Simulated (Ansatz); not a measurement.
# Pb: relaxation of cell and atoms with PBEsol

Pb:

```
Pb
1.0
     0.00000    3.43900    3.43900
     3.43900    0.00000    3.43900
     3.43900    3.43900    0.00000
Pb
2
Direct
  0.25000 0.25000 0.25000
  0.00000 0.00000 0.00000
```

This isn't the form of Pb at room conditions, which is fcc.

- Program: Ansatz 0.2.0
- Task: relaxation of cell and atoms
- Functional: PBEsol
- Potentials or basis: Ansatz PAW
- Cutoff: 420 eV (not typed: the program's choice for these potentials)
- k mesh: 7 × 7 × 7
- Occupations: fermi-dirac, width 0.05 eV
- Spin: no spin polarisation
- Target pressure (GPa): 0

```
Relaxed volume                         : 41.26 Å³/atom
Relaxed cell                           : a = 4.887 Å, b = 4.887 Å, c = 4.887 Å, α = 60.00°, β = 60.00°, γ = 60.00°
Space group after relaxing (to 0.05 Å) : Fd-3m (No. 227)
Energy gained by relaxing              : 0.8 meV/atom
Ionic steps                            : 4
Pressure after relaxing                : 0.0 GPa
Band gap on the k mesh                 : none (metal or under the smearing width)
```

The path:
| step | energy change (eV) | largest force (eV/Å) | volume (Å³) |
| --- | --- | --- | --- |
| 1 | 0.0000 | 0.0000 | 81.34 |
| 2 | -0.0015 | 0.0000 | 82.73 |
| 3 | -0.0015 | 0.0000 | 82.52 |
| 4 | -0.0016 | 0.0000 | 82.52 |

Final structure:
```
CELL_PARAMETERS angstrom
0.00000 3.45550 3.45550
3.45550 0.00000 3.45550
3.45550 3.45550 0.00000
ATOMIC_POSITIONS crystal
Pb 0.25000 0.25000 0.25000
Pb 0.00000 0.00000 0.00000
```

Levels at points of the mesh, in eV from the Fermi level:
```tsv
k point	band 11	band 12	band 13	band 14	band 15	band 16	band 17	band 18
(0.00, 0.00, 0.00)	-11.06	-4.00	0.39	0.39	0.39	2.40	2.40	2.40
```

It took 4.5 s on 2 threads of Intel(R) Xeon(R) Platinum 8259CL CPU @ 2.50GHz (Skylake/Cascade Lake), with other jobs on the host, peak memory 0.42 GiB.

Caveat: the plane-wave basis is chosen anew once the cell has moved, so the energies of steps on either side of that aren't comparable; the PAW data sets come from PBE, with cores solved anew for the run's functional, which leaves a small shift of forces and pressure. Spin-orbit coupling is left out, which matters for the levels of Pb.
